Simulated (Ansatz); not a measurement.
## What a change of settings does to a run on TiC

The cell was built from the WC type and relaxed in the same program, and has space group P-6m2; it needn't be a known or the stable phase.

First run: DFT, PBE, all-electron LAPW, scalar-relativistic (Ansatz 0.2.0).

Command: `ansatz run input.yaml --threads 1 --pin off --max-ram 2048MiB --backend cpu --events-out ev --progress --plain --runs-dir out` The run took 53 s on 1 thread of Arm Neoverse V1 (shared host), peak memory 0.49 GiB.

```yaml
crystal:
  lattice:
    - [3.0452841791, 0.0, 0.0]
    - [-1.5226420896, 2.6372934609, 0.0]
    - [0.0, 0.0, 2.6939039114]
  atoms:
    - { symbol: Ti, position: [0.0, 0.0, 0.0] }
    - { symbol: C, position: [0.3333333333, 0.6666666667, 0.5] }
kpoints:
  mp_grid: { grid: [16, 16, 14] }
scf:
  occupations: { method: fermi_dirac, width: 0.15 }
hamiltonian:
  xc: pbe
  pseudopotentials: { kind: all_electron, lapw: { basis_error: 0.0005 } }
output:
  forces: true
  stress: true
  eigenvalues: true
```

Result: converged; pressure 0.19 GPa; no gap on the k mesh; 8 SCF iterations.

The input is then changed:

```diff
@@ -8,7 +8,7 @@
     - { symbol: C, position: [0.3333333333, 0.6666666667, 0.5] }
 kpoints:
-  mp_grid: { grid: [16, 16, 14] }
+  mp_grid: { grid: [20, 20, 18] }
 scf:
-  occupations: { method: fermi_dirac, width: 0.15 }
+  occupations: { method: tetrahedron_uncorrected }
 hamiltonian:
   xc: pbe
```

Problem. Predict the outcome of the changed run.

Solution. It converged; energy at zero smearing -2.8 meV/atom from the first run; pressure -0.04 GPa; no gap on the k mesh; 8 SCF iterations.
